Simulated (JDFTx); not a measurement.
# HgSe (F-43m) in JDFTx: equation of state

Aim: energy against volume of HgSe in PBEsol, for its equilibrium volume and stiffness.

Everything below comes from runs of JDFTx 1.7.0 (patched build). Logs are shortened: lines on timing, memory, paths and dates and some standing lists are left out, and cuts for length are marked. The log counts tension as positive stress, the text compression.

**Measured values to compare with.**

“The pseudo-binary mercury chalcogenide alloy HgSe0.7S0.3 at high pressure: a mechanism of the zinc blende/cinnabar reconstructive phase transition”, 2002, arxiv:cond-mat/0209548 quotes, for a bulk crystal of HgSe: bulk modulus 51.6 ± 0.2 GPa.

How close the calculation comes is told below.

### 1 Starting point

It takes space group F-43m (No. 216, cubic). The conventional cell has a = 6.078 Å, b = 6.078 Å, c = 6.078 Å, α = 90.00°, β = 90.00°, γ = 90.00°. Hg (site symmetry -43m) has 4 Se at 2.63 Å as nearest neighbours. Around Se (site symmetry -43m) lie 4 Hg at 2.63 Å.

### 2 Equation of state, PBEsol, 26.38 Å³/atom (volume scaled by 0.94)

Input file HgSe.in:

```
lattice \
    0.0000000000     5.6256432119     5.6256432119 \
    5.6256432119     0.0000000000     5.6256432119 \
    5.6256432119     5.6256432119     0.0000000000
coords-type Lattice
ion Hg     0.0000000000     0.0000000000     0.0000000000 1
ion Se     0.7500000000     0.7500000000     0.7500000000 1

ion-species pseudo/Hg.upf
ion-species pseudo/Se.upf
elec-cutoff 43 344
elec-ex-corr gga-PBEsol
kpoint-folding 8 8 8
elec-smearing Fermi 0.0018374661
elec-n-bands 25
electronic-SCF nIterations 100 energyDiffThreshold 1e-09
electronic-minimize nIterations 30 energyDiffThreshold 1e-7
forces-output-coords Cartesian

dump-name run.$VAR
dump End Ecomponents EigStats BandEigs Kpoints Forces Stress ElecDensity Dtot KEdensity
```

Potentials or basis: PseudoDojo-SR-PBEsol-0.4.1-standard with smoothed tails.

Run with:

```bash
jdftx -c 1 -i HgSe.in -o HgSe.out
```

The log of the run:

```text
*************** JDFTx 1.7.0 (patched build) ***************

Input parsed successfully to the following command list (including defaults):
[... the input with its defaults ...]

---------- Setting up symmetries ----------

Found 48 point-group symmetries of the bravais lattice
Found 24 space-group symmetries with basis
Applied RMS atom displacement 0 bohrs to make symmetries exact.

---------- Initializing the Grid ----------
R =
[            0      5.62564      5.62564  ]
[      5.62564            0      5.62564  ]
[      5.62564      5.62564            0  ]
unit cell volume = 356.079
G =
[  -0.558442   0.558442   0.558442  ]
[   0.558442  -0.558442   0.558442  ]
[   0.558442   0.558442  -0.558442  ]
Minimum fftbox size, Smin = [  68  68  68  ]
Chosen fftbox size, S = [  70  70  70  ]

---------- Initializing tighter grid for wavefunction operations ----------
R =
[            0      5.62564      5.62564  ]
[      5.62564            0      5.62564  ]
[      5.62564      5.62564            0  ]
unit cell volume = 356.079
G =
[  -0.558442   0.558442   0.558442  ]
[   0.558442  -0.558442   0.558442  ]
[   0.558442   0.558442  -0.558442  ]
Minimum fftbox size, Smin = [  48  48  48  ]
Chosen fftbox size, S = [  48  48  48  ]

---------- Exchange Correlation functional ----------
Initalized PBEsol GGA exchange.
Initalized PBEsol GGA correlation.

---------- Setting up pseudopotentials ----------
Width of ionic core gaussian charges (only for fluid interactions / plotting) set to 0

Reading pseudopotential file 'pseudo/Hg.upf':
  'Hg' pseudopotential, 'PBESOL' functional
  Generated using ONCVPSP code by D. R. Hamann
  20 valence electrons, 4 orbitals, 7 projectors, 1001 radial grid points, with lMax = 3
    5S    l: 0   occupation:  2.0   eigenvalue: -4.345523
    5P    l: 1   occupation:  6.0   eigenvalue: -2.445050
    5D    l: 2   occupation: 10.0   eigenvalue: -0.363070
    6S    l: 0   occupation:  2.0   eigenvalue: -0.252345
  Core radius for overlap checks: 1.57 bohrs.

Reading pseudopotential file 'pseudo/Se.upf':
  'Se' pseudopotential, 'PBESOL' functional
  Generated using ONCVPSP code by D. R. Hamann
  16 valence electrons, 3 orbitals, 6 projectors, 1001 radial grid points, with lMax = 2
    3D    l: 2   occupation: 10.0   eigenvalue: -1.952113
    4S    l: 0   occupation:  2.0   eigenvalue: -0.635470
    4P    l: 1   occupation:  4.0   eigenvalue: -0.239251
  Core radius for overlap checks: 1.83 bohrs.

Initialized 2 species with 2 total atoms.

Folded 1 k-points by 8x8x8 to 512 k-points.

---------- Setting up k-points, bands, fillings ----------
Adding inversion symmetry to k-mesh for non-inversion-symmetric unit cell.
Reduced to 29 k-points under symmetry.
Computing the number of bands and number of electrons
Calculating initial fillings.
nElectrons:  36.000000   nBands: 25   nStates: 29

----- Setting up reduced wavefunction bases (one per k-point) -----
average nbasis = 4794.369 , ideal nbasis = 4795.603

---------- Setting up ewald sum ----------
Optimum gaussian width for ewald sums = 2.555070 bohr.
Real space sum over 1331 unit cells with max indices [  5  5  5  ]
Reciprocal space sum over 2197 terms with max indices [  6  6  6  ]

---------- Allocating electronic variables ----------
Initializing wave functions:  linear combination of atomic orbitals
Note: number of bands (25) exceeds available atomic orbitals (19)
Hg pseudo-atom occupations:   s ( 2 2 )  p ( 6 )  d ( 10 )
Se pseudo-atom occupations:   s ( 2 )  p ( 4 )  d ( 10 )
	FillingsUpdate:  mu: +0.414587407  nElectrons: 36.000000
LCAOMinimize: Iter:   0  F: -267.4691985665029392  |grad|_K:  1.880e-03  alpha:  1.000e+00
	FillingsUpdate:  mu: +0.392315102  nElectrons: 36.000000
LCAOMinimize: Iter:   1  F: -267.4871136521013568  |grad|_K:  4.164e-05  alpha:  5.643e-01  linmin:  8.248e-02  cgtest: -3.352e-01
	FillingsUpdate:  mu: +0.392001008  nElectrons: 36.000000
[... 4 lines of inner loops ...]
LCAOMinimize: Iter:   4  F: -267.4871267675901549  |grad|_K:  1.864e-07  alpha:  8.110e-01  linmin: -1.276e-04  cgtest: -6.087e-04
	FillingsUpdate:  mu: +0.392213205  nElectrons: 36.000000
LCAOMinimize: Iter:   5  F: -267.4871267678696540  |grad|_K:  1.149e-08  alpha:  8.849e-01  linmin:  2.609e-03  cgtest: -1.742e-02
LCAOMinimize: Converged (|Delta F|<1.000000e-06 for 2 iters).

-------- Electronic minimization -----------
Will mix electronic density at each iteration.
	FillingsUpdate:  mu: +0.392213205  nElectrons: 36.000000
	FillingsUpdate:  mu: +0.385888101  nElectrons: 36.000000
SCF: Cycle:  0   F: -267.559592447577643   dF: -7.247e-02   |Residual|: 7.896e-02   |deigs|: 1.200e-01
	FillingsUpdate:  mu: +0.375922413  nElectrons: 36.000000
SCF: Cycle:  1   F: -267.568153215399718   dF: -8.561e-03   |Residual|: 3.263e-02   |deigs|: 1.995e-02
	FillingsUpdate:  mu: +0.371652390  nElectrons: 36.000000
SCF: Cycle:  2   F: -267.568865810607917   dF: -7.126e-04   |Residual|: 7.682e-03   |deigs|: 7.710e-03
	FillingsUpdate:  mu: +0.372164142  nElectrons: 36.000000
SCF: Cycle:  3   F: -267.568876607487880   dF: -1.080e-05   |Residual|: 2.560e-03   |deigs|: 7.076e-04
	FillingsUpdate:  mu: +0.372556406  nElectrons: 36.000000
SCF: Cycle:  4   F: -267.568879265956468   dF: -2.658e-06   |Residual|: 5.739e-04   |deigs|: 5.662e-04
	FillingsUpdate:  mu: +0.372594800  nElectrons: 36.000000
SCF: Cycle:  5   F: -267.568879634248447   dF: -3.683e-07   |Residual|: 2.308e-04   |deigs|: 8.702e-05
	FillingsUpdate:  mu: +0.372635580  nElectrons: 36.000000
SCF: Cycle:  6   F: -267.568879748637130   dF: -1.144e-07   |Residual|: 6.394e-05   |deigs|: 9.184e-05
	FillingsUpdate:  mu: +0.372630474  nElectrons: 36.000000
SCF: Cycle:  7   F: -267.568879784370495   dF: -3.573e-08   |Residual|: 2.988e-05   |deigs|: 4.112e-05
	FillingsUpdate:  mu: +0.372634360  nElectrons: 36.000000
SCF: Cycle:  8   F: -267.568879800201898   dF: -1.583e-08   |Residual|: 1.242e-05   |deigs|: 3.789e-05
	FillingsUpdate:  mu: +0.372634806  nElectrons: 36.000000
SCF: Cycle:  9   F: -267.568879805600602   dF: -5.399e-09   |Residual|: 1.064e-05   |deigs|: 2.159e-05
	FillingsUpdate:  mu: +0.372633956  nElectrons: 36.000000
SCF: Cycle: 10   F: -267.568879808372003   dF: -2.771e-09   |Residual|: 6.345e-06   |deigs|: 3.719e-05
	FillingsUpdate:  mu: +0.372633925  nElectrons: 36.000000
SCF: Cycle: 11   F: -267.568879809273540   dF: -9.015e-10   |Residual|: 5.006e-06   |deigs|: 1.778e-05
	FillingsUpdate:  mu: +0.372633877  nElectrons: 36.000000
SCF: Cycle: 12   F: -267.568879809728799   dF: -4.553e-10   |Residual|: 3.022e-06   |deigs|: 1.239e-05
SCF: Converged (|Delta E|<1.000000e-09 for 2 iters).

Setting wave functions to eigenvectors of Hamiltonian

# Stress tensor in Cartesian coordinates [Eh/a0^3]:
[   -0.0001925            0            0  ]
[            0   -0.0001925            0  ]
[            0            0   -0.0001925  ]

# Ionic positions in lattice coordinates:
ion Hg   0.000000000000000   0.000000000000000   0.000000000000000 1
ion Se   0.750000000000000   0.750000000000000   0.750000000000000 1

# Forces in Cartesian coordinates:
force Hg   0.000000000000000   0.000000000000000  -0.000000000000000 1
force Se  -0.000000000000000   0.000000000000000  -0.000000000000000 1

# Energy components:
   Eewald =     -156.4669322606879689
       EH =       86.1623801884686031
     Eloc =     -245.4615082738880005
      Enl =      -46.5514157721645034
      Exc =      -51.4448172962992842
 Exc_core =       20.1050207651771942
       KE =      126.0884128768216641
-------------------------------------
     Etot =     -267.5688597725722389
       TS =        0.0000200371565408
-------------------------------------
        F =     -267.5688798097287986

IonicMinimize: Iter:   0  F: -267.568879809728799  |grad|_K:  2.329e-36
IonicMinimize: Converged (|grad|_K<1.000000e-04).

#--- Lowdin population analysis ---
# oxidation-state Hg +1.084
# oxidation-state Se -0.856

Dumping 'run.eigStats' ...
	eMin: -3.855092 at state 0 ( [ +0.000000 +0.000000 +0.000000 ] spin 0 )
	HOMO: +0.370852 at state 0 ( [ +0.000000 +0.000000 +0.000000 ] spin 0 )
	mu  : +0.372634
	LUMO: +0.393008 at state 1 ( [ +0.000000 +0.000000 +0.125000 ] spin 0 )
	eMax: +0.889838 at state 17 ( [ +0.000000 +0.375000 +0.375000 ] spin 0 )
	HOMO-LUMO gap: +0.022155
	Optical gap  : +0.028883 at state 1 ( [ +0.000000 +0.000000 +0.125000 ] spin 0 )
Done!
[note: the HOMO, LUMO and gaps printed at the end count levels as full or empty at half filling, so they show a gap where a level is partly filled]
[note: the Lowdin charges miss the electrons that lie outside the files' atomic orbitals]
```

It took 74 s on 1 thread of Intel Xeon 6975P-C (Granite Rapids), shared host; peak memory 0.22 GiB.

Results:

```yaml
Free_energy: -7280.9201 eV
Pressure: 5.7 GPa
Band_gap_on_the_k_mesh: none (metal or under the smearing width)
```

### 3 Equation of state, PBEsol, 26.94 Å³/atom (volume scaled by 0.96)

HgSe.in, as its differences from that of step 2:

```diff
@@ -1,5 +1,5 @@
 lattice \
-    0.0000000000     5.6256432119     5.6256432119 \
-    5.6256432119     0.0000000000     5.6256432119 \
-    5.6256432119     5.6256432119     0.0000000000
+    0.0000000000     5.6652617230     5.6652617230 \
+    5.6652617230     0.0000000000     5.6652617230 \
+    5.6652617230     5.6652617230     0.0000000000
 coords-type Lattice
@@ -20,2 +20,2 @@
 dump-name run.$VAR
-dump End Ecomponents EigStats BandEigs Kpoints Forces Stress ElecDensity Dtot KEdensity
+dump End Ecomponents EigStats BandEigs Kpoints Forces Stress
```

Potentials or basis: PseudoDojo-SR-PBEsol-0.4.1-standard with smoothed tails.

Run with:

```bash
jdftx -c 1 -i HgSe.in -o HgSe.out
```

It took 80 s on 1 thread of Intel Xeon 6975P-C (Granite Rapids), shared host; peak memory 0.22 GiB.

Results (log left out):

| Item | Value |
| --- | --- |
| Free energy | -7280.9542 eV |
| Pressure | 4.1 GPa |
| Band gap on the k mesh | none (metal or under the smearing width) |

### 4 Equation of state, PBEsol, 27.51 Å³/atom (volume scaled by 0.98)

HgSe.in, as its differences from that of step 3:

```diff
@@ -1,5 +1,5 @@
 lattice \
-    0.0000000000     5.6652617230     5.6652617230 \
-    5.6652617230     0.0000000000     5.6652617230 \
-    5.6652617230     5.6652617230     0.0000000000
+    0.0000000000     5.7043337281     5.7043337281 \
+    5.7043337281     0.0000000000     5.7043337281 \
+    5.7043337281     5.7043337281     0.0000000000
 coords-type Lattice
```

Run with:

```bash
jdftx -c 1 -i HgSe.in -o HgSe.out
```

Wall time 79 s (1 thread of Intel Xeon 6975P-C (Granite Rapids), shared host); peak memory 0.22 GiB.

It converged, with:

```
Free energy            : -7280.9779 eV
Pressure               : 2.7 GPa
Band gap on the k mesh : none (metal or under the smearing width)
```

### 5 Equation of state, PBEsol, 28.07 Å³/atom

HgSe.in, as its differences from that of step 4:

```diff
@@ -1,5 +1,5 @@
 lattice \
-    0.0000000000     5.7043337281     5.7043337281 \
-    5.7043337281     0.0000000000     5.7043337281 \
-    5.7043337281     5.7043337281     0.0000000000
+    0.0000000000     5.7428776927     5.7428776927 \
+    5.7428776927     0.0000000000     5.7428776927 \
+    5.7428776927     5.7428776927     0.0000000000
 coords-type Lattice
```

Run with:

```bash
jdftx -c 1 -i HgSe.in -o HgSe.out
```

Wall time 81 s (1 thread of Intel Xeon 6975P-C (Granite Rapids), shared host); peak memory 0.23 GiB.

The run converged. Its results:

- Free energy: -7280.9922 eV
- Pressure: 1.4 GPa
- Band gap on the k mesh: none (metal or under the smearing width)

### 6 Equation of state, PBEsol, 28.63 Å³/atom (volume scaled by 1.02)

HgSe.in, as its differences from that of step 5:

```diff
@@ -1,5 +1,5 @@
 lattice \
-    0.0000000000     5.7428776927     5.7428776927 \
-    5.7428776927     0.0000000000     5.7428776927 \
-    5.7428776927     5.7428776927     0.0000000000
+    0.0000000000     5.7809111038     5.7809111038 \
+    5.7809111038     0.0000000000     5.7809111038 \
+    5.7809111038     5.7809111038     0.0000000000
 coords-type Lattice
```

Potentials or basis: PseudoDojo-SR-PBEsol-0.4.1-standard with smoothed tails.

Run with:

```bash
jdftx -c 1 -i HgSe.in -o HgSe.out
```

Wall time 1.8 min (1 thread of Intel Xeon 6975P-C (Granite Rapids), shared host); peak memory 0.23 GiB.

The run converged. Its results:

- Free energy: -7280.9983 eV
- Pressure: 0.3 GPa
- Band gap on the k mesh: none (metal or under the smearing width)

### 7 Equation of state, PBEsol, 29.19 Å³/atom (volume scaled by 1.04)

HgSe.in, as its differences from that of step 6:

```diff
@@ -1,5 +1,5 @@
 lattice \
-    0.0000000000     5.7809111038     5.7809111038 \
-    5.7809111038     0.0000000000     5.7809111038 \
-    5.7809111038     5.7809111038     0.0000000000
+    0.0000000000     5.8184505394     5.8184505394 \
+    5.8184505394     0.0000000000     5.8184505394 \
+    5.8184505394     5.8184505394     0.0000000000
 coords-type Lattice
```

Run with:

```bash
jdftx -c 1 -i HgSe.in -o HgSe.out
```

Run time: 1.9 min. Hardware: 1 thread of Intel Xeon 6975P-C (Granite Rapids), shared host; peak memory 0.24 GiB.

The run converged. Its results:

```yaml
Free_energy: -7280.9970 eV
Pressure: -0.7 GPa
Band_gap_on_the_k_mesh: none (metal or under the smearing width)
```

### 8 Equation of state, PBEsol, 29.75 Å³/atom (volume scaled by 1.06)

HgSe.in, as its differences from that of step 7:

```diff
@@ -1,5 +1,5 @@
 lattice \
-    0.0000000000     5.8184505394     5.8184505394 \
-    5.8184505394     0.0000000000     5.8184505394 \
-    5.8184505394     5.8184505394     0.0000000000
+    0.0000000000     5.8555117330     5.8555117330 \
+    5.8555117330     0.0000000000     5.8555117330 \
+    5.8555117330     5.8555117330     0.0000000000
 coords-type Lattice
```

Run with:

```bash
jdftx -c 1 -i HgSe.in -o HgSe.out
```

Run time: 1.9 min. Hardware: 1 thread of Intel Xeon 6975P-C (Granite Rapids), shared host; peak memory 0.23 GiB.

It converged, with:

```yaml
Free_energy: -7280.9892 eV
Pressure: -1.5 GPa
Band_gap_on_the_k_mesh: none (metal or under the smearing width)
```

### 9 Equation of state, PBEsol

Potentials or basis: PseudoDojo-SR-PBEsol-0.4.1-standard with smoothed tails.

No new run: the results of the series are fitted here.

What came out:

| Item | Value |
| --- | --- |
| Equilibrium volume | 28.80 Å³/atom |
| Bulk modulus | 52 GPa |
| Pressure derivative of the bulk modulus | 5.1 |

Energy against volume, from the lowest point:
| volume (Å³/atom) | energy (meV/atom) |
| --- | --- |
| 26.383 | 39.07 |
| 26.944 | 22.02 |
| 27.505 | 10.20 |
| 28.067 | 3.03 |
| 28.628 | 0.00 |
| 29.189 | 0.63 |
| 29.751 | 4.52 |

### 10 How close it comes

Step 9. Measured bulk modulus of HgSe: 51.6 GPa (quoted in “The pseudo-binary mercury chalcogenide alloy HgSe0.7S0.3 at high pressure: a mechanism of the zinc blende/cinnabar reconstructive phase transition”, 2002, arxiv:cond-mat/0209548). This calculation gives 52 GPa (+0.2 %). The fit is for a static lattice scaled at fixed shape and fixed fractional positions.
